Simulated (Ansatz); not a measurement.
**Collinear states of CuO**

Computed with DFT PBE+U, scalar-relativistic, plane waves, PAW in Ansatz 0.2.0.

```cif
data_structure
_symmetry_space_group_name_H-M 'P 1'
_symmetry_Int_Tables_number 1
_cell_length_a 2.8795
_cell_length_b 2.8795
_cell_length_c 5.1764
_cell_angle_alpha 89.807
_cell_angle_beta 89.806
_cell_angle_gamma 89.223
_cell_volume 42.92
loop_
_atom_site_label
_atom_site_type_symbol
_atom_site_fract_x
_atom_site_fract_y
_atom_site_fract_z
_atom_site_occupancy
Cu1 Cu 0.50000 0.00000 0.50000 1
Cu2 Cu 0.00000 0.50000 0.00000 1
O1 O 0.00158 0.99833 0.25011 1
O2 O 0.99842 0.00167 0.74989 1
```

| Item | Value |
| --- | --- |
| plane-wave cutoff | 420 eV |
| Γ-centred k-mesh | 14×14×8 |
| occupation rule | Gaussian smearing, 0.05 eV |
| U_eff on Löwdin-orthogonalised atomic d orbitals | Cu 4 eV |
| list of starting moments (μB, in atom order) | 2.5 2.5 0 0 |
| check for lower electronic states after the SCF | on |

All runs keep this geometry, which isn't relaxed for the lowest state (largest force there 0.015 eV/Å, pressure 8.3 GPa) and needn't be a stable compound; relaxing each order can shift differences of a few meV. Site moments are spin moments in atom-centred spheres that scale with the neighbour distance. The states are those that the runs reached from these starts; a lower one can exist. No antiferromagnetic start is among these.

**Question.** Order the starts by the energy of the state that they reach, lowest first.
A. no spin
B. large parallel starting moments

**Answer.** B (0.00 meV/atom), A (31.1 meV/atom).

```json
{"start": "no spin", "ends": "non-magnetic", "energy above lowest (meV/atom)": "31.1", "site moments (μB)": "none over 0.05", "gap on mesh (eV)": "metal", "P (GPa)": "7.9"}
{"start": "large parallel starting moments", "ends": "ferromagnetic", "energy above lowest (meV/atom)": "0.00", "site moments (μB)": "Cu +0.58 (×2), O +0.32 (×2)", "gap on mesh (eV)": "metal", "P (GPa)": "8.3"}
```